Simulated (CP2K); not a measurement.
KF (Carobbiite):

```
CELL_PARAMETERS angstrom
3.77857 0.00000 0.00000
1.88928 3.27233 0.00000
1.88928 1.09078 3.08519
ATOMIC_POSITIONS crystal
K 0.00000 0.00000 0.00000
F 0.50000 0.50000 0.50000
```

| Quantity | Value |
| --- | --- |
| Program | CP2K 2026.2 |
| Task | relaxation of cell and atoms |
| Functional | RPBE |
| Potentials or basis | POTENTIAL_UZH K GTH-PBE-q9, F GTH-PBE-q7; DZVP-MOLOPT-PBE-GTH basis |
| Density cutoff | 10204 eV |
| k mesh | 7 × 7 × 7 |
| Occupations | fermi-dirac, width 0.05 eV |
| Spin | no spin polarisation |

At the start: pressure 4.4 GPa; volume 19.07 Å³/atom.

Task: Where does the relaxation end?

Result: Over 7 steps the energy falls by 31.5 meV/atom and the volume is 21.93 Å³/atom (+15.0 %); space group R-3m (No. 166, to 0.05 Å).

The path:
| step | energy change (eV) | largest force (eV/Å) | volume (Å³) |
| --- | --- | --- | --- |
| 1 | 0.0000 | 0.0000 | 38.15 |
| 2 | -0.0030 | 0.0000 | 38.26 |
| 3 | -0.0616 | 0.0000 | 42.75 |
| 4 | -0.0630 | 0.0000 | 43.61 |
| 5 | -0.0629 | 0.0000 | 43.85 |
| 6 | -0.0629 | 0.0000 | 43.86 |
| 7 | -0.0629 | 0.0000 | 43.86 |

Final structure:
```cif
data_structure
_symmetry_space_group_name_H-M 'P 1'
_symmetry_Int_Tables_number 1
_cell_length_a 3.9195
_cell_length_b 3.9203
_cell_length_c 3.9207
_cell_angle_alpha 61.578
_cell_angle_beta 61.193
_cell_angle_gamma 61.190
_cell_volume 43.86
loop_
_atom_site_label
_atom_site_type_symbol
_atom_site_fract_x
_atom_site_fract_y
_atom_site_fract_z
_atom_site_occupancy
K1 K 0.00000 0.00000 0.00000 1
F1 F 0.50000 0.50000 0.50000 1
```

Caveat: the potentials were made for another functional, which shifts forces and pressure; the basis of atomic orbitals isn't converged, which shifts pressures, moduli and gaps; the real-space grid breaks the cell's symmetry a little.
